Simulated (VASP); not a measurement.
Write the native input for VASP 6.6.1 that does the following.

- Task: single point
- Functional: PBE
- Potentials or basis: VASP PAW PBE potentials, release 64 (Si, N)
- Cutoff: 520 eV
- k mesh: 6 × 6 × 5
- Occupations: fermi-dirac, width 0.1 eV
- Spin: no spin polarisation
- Dipole correction: no
- Further INCAR settings: ALGO = Normal; EDIFF = 1e-07; NBANDS = 14

The structure of Si2N lies in POSCAR:

```
Si2N
1.0
    3.3986730000      0.0000000000      0.0000000000
   -1.6993370000      2.9433380000      0.0000000000
    0.0000000000      0.0000000000      3.5885750000
Si N
2 1
Direct
    0.3333000000      0.6667000000      0.5000000000
    0.6666000000      0.3333000000      0.5000000000
    0.0000000000      0.0000000000      0.0000000000
```

The cell was built by a generator and needn't be a form met in nature.

One way to write it, as run:

INCAR

```
SYSTEM = Si2N
ALGO = Normal ; EDIFF = 1E-7
ENCUT = 520 ; GGA = PE
ISIF = 2 ; ISMEAR = -1
LASPH = .TRUE. ; LCHARG = .FALSE.
LREAL = .FALSE. ; LWAVE = .FALSE.
NBANDS = 14 ; NELM = 100
PREC = Accurate ; SIGMA = 0.1
```

KPOINTS

```
k-points
0
G
  6 6 5
  0 0 0
```

Potentials or basis: VASP PAW PBE potentials, release 64 (Si, N).

Command:

```console
$ cat potpaw_PBE.64/Si/POTCAR potpaw_PBE.64/N/POTCAR > POTCAR
$ mpirun -np 1 vasp_std > vasp.out
```

Results of the run:

- Pressure: 55.4 GPa
- Largest force: 0.009 eV/Å
- Band gap on the k mesh: none (metal or under the smearing width)

Caveat: a pressure of tens of GPa on the cell as given is suspect, and the run, the potentials or the cell itself is likely at fault.

It took 23 s on 1 thread of Intel(R) Xeon(R) Platinum 8488C (Sapphire Rapids), on a shared host, peak memory 0.15 GiB.
